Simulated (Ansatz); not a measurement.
LaScO3: what each run costs

Cell: 20 atoms, space group Pnma, a = 5.791 Å, b = 8.095 Å, c = 5.680 Å, α = 90.00°, β = 90.00°, γ = 90.00°.

All runs are DFT with Ansatz 0.2.0 on 1 thread of Intel Xeon 6975P-C (Granite Rapids) (x86_64; 44 cores open to the job, memory cap 3.0 GiB, no GPU), a shared host.

**Question.** Rank the runs by wall time, shortest first.
A. relaxation of the ions, PBE, 420 eV, 4×3×4 k-points, smearing 0.02 eV
B. single point, PBE, 420 eV, 4×3×4 k-points, smearing 0.02 eV
C. single point at relaxed positions, r2SCAN, 500 eV, 4×3×4 k-points, smearing 0.02 eV
D. single point at relaxed positions, PBE with spin–orbit coupling, 420 eV, 4×3×4 k-points, smearing 0.02 eV

**Answer.** B (27 s, 0.86 GiB), C (50 s, 1.3 GiB), A (76 s, 0.84 GiB), D (3.9 min, 2.3 GiB).
